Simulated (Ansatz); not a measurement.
**GaSb in Ansatz: the effect of functional**

GaSb:

```
Sb Ga
1.0
    -2.69723    2.69723    1.55823
     2.69723   -2.69723    1.55823
     2.69723    2.69723   -1.55823
Sb Ga
1 1
Cartesian
  0.0000 0.0000 0.0000
  0.0000 2.6972 0.7791
```

Measurements of this composition are mostly on another form, of space group No. 216.

The cell isn't the ideal one: volume scaled by 0.94.

Alike in all runs:

| Quantity | Value |
| --- | --- |
| Program | Ansatz 0.2.0 |
| Task | single point |
| Potentials or basis | Ansatz PAW |
| k mesh | 10 × 10 × 10 |
| Occupations | fermi-dirac, width 0.05 eV |
| Spin | no spin polarisation |

**Question.** One run gave: pressure 2.2 GPa. Which functional did it use?
A. PBEsol
B. LDA
C. r2SCAN

**Answer.** C.

| functional | cutoff | pressure (GPa) |
| --- | --- | --- |
| LDA | 420 eV (not typed: the program's choice for these potentials) | -1.1 |
| PBEsol | 420 eV (not typed: the program's choice for these potentials) | 0.5 |
| r2SCAN | 500 eV (not typed: the program's choice for these potentials) | 2.2 |

Caveats: the PAW data sets come from PBE, with cores solved anew for the run's functional, which leaves a small shift of forces and pressure.
